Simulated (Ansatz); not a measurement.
Born–Oppenheimer molecular dynamics of a periodic cell of 13 atoms, Lu12H (host Lu, host structure hcp, interstitial H). It starts from a relaxed structure.

The calculation used DFT PBE, scalar-relativistic, plane waves, PAW (Ansatz). Settings: cutoff 420 eV, k mesh 2x2x3, fermi-dirac smearing 0.15 eV, no spin polarisation.

* ensemble: NVT, Langevin thermostat
* time step: 0.5 fs
* steps asked: 190
* set temperature: 1500 K
* friction: 0.005 /fs
* seed: 735825

Frames 5 fs apart, positions in Å.

Velocities at 30 fs (Å/ps):

```
Lu -3.10 -6.16 -2.34
Lu 1.20 1.59 -2.49
Lu -2.76 1.46 -0.25
Lu 1.76 -2.63 -3.40
Lu -0.46 4.23 -0.12
Lu 1.56 2.00 -0.33
Lu -2.44 1.02 2.43
Lu -0.39 -0.30 3.95
Lu 1.79 -1.44 -3.46
Lu 0.82 1.88 3.84
Lu -2.56 1.73 -1.17
Lu 4.72 -2.17 -1.27
H -1.79 12.02 28.29
```

```xyz
13
Lattice="7.0200 0.0000 0.0000 -5.2650 9.1192 0.0000 0.0000 0.0000 5.5633" Properties=species:S:1:pos:R:3 time_fs=30 energy_less_start_eV=0.578 T=1236
Lu -0.088 -0.139 0.043
Lu 0.045 2.063 2.670
Lu -1.820 3.059 0.035
Lu -1.697 4.975 2.637
Lu -3.515 6.221 -0.009
Lu -3.413 8.154 2.756
Lu 3.452 0.025 0.082
Lu 3.498 2.029 2.900
Lu 1.798 2.961 -0.087
Lu 1.758 5.149 2.886
Lu -0.109 6.112 -0.069
Lu 0.118 8.042 2.708
H 0.124 -0.059 1.981
13
Lattice="7.0200 0.0000 0.0000 -5.2650 9.1192 0.0000 0.0000 0.0000 5.5633" Properties=species:S:1:pos:R:3 time_fs=35 energy_less_start_eV=0.636 T=1247
Lu -0.104 -0.164 0.031
Lu 0.054 2.072 2.659
Lu -1.836 3.064 0.032
Lu -1.692 4.961 2.617
Lu -3.518 6.244 -0.011
Lu -3.407 8.166 2.751
Lu 3.438 0.027 0.093
Lu 3.498 2.026 2.920
Lu 1.807 2.955 -0.103
Lu 1.762 5.158 2.904
Lu -0.122 6.121 -0.076
Lu 0.140 8.032 2.698
H 0.060 0.042 2.227
13
Lattice="7.0200 0.0000 0.0000 -5.2650 9.1192 0.0000 0.0000 0.0000 5.5633" Properties=species:S:1:pos:R:3 time_fs=40 energy_less_start_eV=0.915 T=1046
Lu -0.117 -0.188 0.020
Lu 0.059 2.082 2.650
Lu -1.853 3.067 0.028
Lu -1.688 4.948 2.599
Lu -3.523 6.264 -0.016
Lu -3.399 8.180 2.746
Lu 3.425 0.026 0.102
Lu 3.496 2.018 2.936
Lu 1.816 2.952 -0.116
Lu 1.766 5.163 2.921
Lu -0.140 6.129 -0.082
Lu 0.160 8.020 2.688
H -0.027 0.111 2.454
13
Lattice="7.0200 0.0000 0.0000 -5.2650 9.1192 0.0000 0.0000 0.0000 5.5633" Properties=species:S:1:pos:R:3 time_fs=45 energy_less_start_eV=1.113 T=1033
Lu -0.133 -0.210 0.012
Lu 0.066 2.092 2.642
Lu -1.868 3.067 0.026
Lu -1.685 4.938 2.581
Lu -3.529 6.279 -0.027
Lu -3.387 8.197 2.743
Lu 3.415 0.023 0.109
Lu 3.497 2.012 2.948
Lu 1.826 2.945 -0.127
Lu 1.772 5.167 2.942
Lu -0.159 6.136 -0.088
Lu 0.180 8.005 2.675
H -0.005 0.061 2.592
13
Lattice="7.0200 0.0000 0.0000 -5.2650 9.1192 0.0000 0.0000 0.0000 5.5633" Properties=species:S:1:pos:R:3 time_fs=50 energy_less_start_eV=1.300 T=882
Lu -0.151 -0.230 0.004
Lu 0.074 2.098 2.636
Lu -1.877 3.069 0.026
Lu -1.684 4.929 2.570
Lu -3.534 6.293 -0.039
Lu -3.374 8.213 2.737
Lu 3.411 0.021 0.119
Lu 3.503 2.011 2.960
Lu 1.840 2.936 -0.134
Lu 1.777 5.171 2.963
Lu -0.175 6.139 -0.094
Lu 0.202 7.990 2.662
H 0.106 0.008 2.684
13
Lattice="7.0200 0.0000 0.0000 -5.2650 9.1192 0.0000 0.0000 0.0000 5.5633" Properties=species:S:1:pos:R:3 time_fs=55 energy_less_start_eV=1.511 T=840
Lu -0.169 -0.247 -0.002
Lu 0.084 2.106 2.633
Lu -1.885 3.075 0.027
Lu -1.679 4.920 2.559
Lu -3.539 6.306 -0.053
Lu -3.367 8.227 2.732
Lu 3.414 0.020 0.129
Lu 3.508 2.012 2.970
Lu 1.855 2.932 -0.142
Lu 1.781 5.170 2.983
Lu -0.190 6.140 -0.098
Lu 0.223 7.979 2.650
H 0.148 -0.012 2.735
13
Lattice="7.0200 0.0000 0.0000 -5.2650 9.1192 0.0000 0.0000 0.0000 5.5633" Properties=species:S:1:pos:R:3 time_fs=60 energy_less_start_eV=1.682 T=792
Lu -0.185 -0.261 -0.007
Lu 0.091 2.115 2.631
Lu -1.891 3.083 0.028
Lu -1.673 4.911 2.547
Lu -3.540 6.320 -0.067
Lu -3.356 8.244 2.725
Lu 3.414 0.016 0.136
Lu 3.512 2.011 2.980
Lu 1.868 2.925 -0.149
Lu 1.781 5.169 3.003
Lu -0.206 6.138 -0.100
Lu 0.244 7.968 2.635
H 0.075 0.067 2.783
13
Lattice="7.0200 0.0000 0.0000 -5.2650 9.1192 0.0000 0.0000 0.0000 5.5633" Properties=species:S:1:pos:R:3 time_fs=65 energy_less_start_eV=1.946 T=682
Lu -0.197 -0.275 -0.011
Lu 0.101 2.124 2.627
Lu -1.894 3.088 0.031
Lu -1.667 4.902 2.535
Lu -3.537 6.338 -0.080
Lu -3.347 8.264 2.718
Lu 3.420 0.017 0.141
Lu 3.516 2.011 2.986
Lu 1.880 2.920 -0.154
Lu 1.780 5.166 3.020
Lu -0.220 6.135 -0.102
Lu 0.262 7.959 2.620
H 0.010 0.207 2.824
13
Lattice="7.0200 0.0000 0.0000 -5.2650 9.1192 0.0000 0.0000 0.0000 5.5633" Properties=species:S:1:pos:R:3 time_fs=70 energy_less_start_eV=2.055 T=601
Lu -0.205 -0.285 -0.013
Lu 0.114 2.133 2.623
Lu -1.897 3.095 0.032
Lu -1.665 4.895 2.526
Lu -3.532 6.353 -0.089
Lu -3.341 8.282 2.712
Lu 3.429 0.020 0.143
Lu 3.524 2.014 2.990
Lu 1.890 2.923 -0.158
Lu 1.777 5.156 3.037
Lu -0.231 6.134 -0.104
Lu 0.276 7.951 2.605
H 0.008 0.160 2.863
13
Lattice="7.0200 0.0000 0.0000 -5.2650 9.1192 0.0000 0.0000 0.0000 5.5633" Properties=species:S:1:pos:R:3 time_fs=75 energy_less_start_eV=2.187 T=664
Lu -0.210 -0.289 -0.017
Lu 0.125 2.144 2.620
Lu -1.900 3.105 0.035
Lu -1.668 4.891 2.514
Lu -3.529 6.367 -0.098
Lu -3.330 8.296 2.705
Lu 3.444 0.018 0.142
Lu 3.532 2.019 2.996
Lu 1.899 2.925 -0.159
Lu 1.773 5.147 3.053
Lu -0.242 6.137 -0.108
Lu 0.290 7.939 2.595
H 0.096 -0.009 2.903
13
Lattice="7.0200 0.0000 0.0000 -5.2650 9.1192 0.0000 0.0000 0.0000 5.5633" Properties=species:S:1:pos:R:3 time_fs=80 energy_less_start_eV=2.339 T=673
Lu -0.211 -0.290 -0.021
Lu 0.135 2.155 2.617
Lu -1.898 3.112 0.043
Lu -1.674 4.885 2.502
Lu -3.525 6.381 -0.107
Lu -3.319 8.308 2.699
Lu 3.463 0.010 0.139
Lu 3.538 2.023 3.002
Lu 1.907 2.926 -0.156
Lu 1.766 5.134 3.066
Lu -0.251 6.144 -0.111
Lu 0.301 7.926 2.592
H 0.211 -0.017 3.000
13
Lattice="7.0200 0.0000 0.0000 -5.2650 9.1192 0.0000 0.0000 0.0000 5.5633" Properties=species:S:1:pos:R:3 time_fs=85 energy_less_start_eV=2.360 T=697
Lu -0.209 -0.290 -0.026
Lu 0.147 2.166 2.618
Lu -1.895 3.117 0.049
Lu -1.678 4.880 2.490
Lu -3.520 6.395 -0.119
Lu -3.307 8.319 2.696
Lu 3.483 0.001 0.134
Lu 3.546 2.025 3.011
Lu 1.916 2.926 -0.147
Lu 1.763 5.118 3.081
Lu -0.259 6.150 -0.116
Lu 0.311 7.910 2.593
H 0.178 0.109 3.162
```

Of the whole run (95 fs, mean temperature of the second half 730 K): The mean temperature of the second half is 51 % below the set value. A run of 0.095 ps of so small a system gives no equilibrium averages. Limits of this set-up: coarse k mesh, odd electron count without spin, a small cell, in which the defect meets its images, a typed lattice constant that wasn't relaxed here.

The run took 25 min on 4 threads of Intel(R) Xeon(R) Platinum 8488C (Sapphire Rapids) (shared host), peak memory 2 GiB.
